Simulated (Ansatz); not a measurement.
# Al2Cu under changes of volume

One of the cells (15.671 Å³/atom); the others are scaled copies at fixed shape and fractional positions:

```
CELL_PARAMETERS angstrom
-2.03034 2.03034 2.85109
2.03034 -2.03034 2.85109
2.03034 2.03034 -2.85109
ATOMIC_POSITIONS crystal
Cu 0.50000 0.50000 0.00000
Al 0.25000 0.75000 0.50000
Al 0.75000 0.25000 0.50000
```

The cell comes from a database or a generator and needn't be the stable form of this composition.

| Property | Result |
| --- | --- |
| Program | Ansatz 0.2.0 |
| Functional | LDA |
| Potentials or basis | Ansatz PAW |
| Cutoff | 420 eV (not typed: the program's choice for these potentials) |
| k mesh | 9 × 9 × 9 |
| Occupations | fermi-dirac, width 0.05 eV |
| Spin | no spin polarisation |

| volume (Å³/atom) | energy over the lowest point (meV/atom) | pressure (GPa) |
| --- | --- | --- |
| 14.730 | ? | ? |
| 15.044 | 0.00 | 1.2 |
| 15.357 | 0.02 | -1.1 |
| 15.671 | 4.26 | -3.2 |
| 15.984 | 12.27 | -5.0 |
| 16.297 | 23.63 | -6.6 |
| 16.611 | 37.99 | -8.1 |

Task: What does the run at 14.730 Å³/atom give?

Result: Energy over the lowest point 4.70 meV/atom; pressure 3.7 GPa.

Worked out: A Birch-Murnaghan fit of order 3 (a polynomial in V^(-2/3)) to the other rows has its minimum at 15.20 Å³/atom with B0 = V·E''(V) = 111 GPa and B' = 4.7 at fixed shape and positions, which overstates the stiffness. It gives 4.77 meV/atom at 14.730 Å³/atom, against the run's 4.70, and -dE/dV = 3.8 GPa, against 3.7.

Energies are extrapolated to zero smearing.

Caveats: the PAW data sets come from PBE, with cores solved anew for the run's functional, which leaves a small shift of forces and pressure.
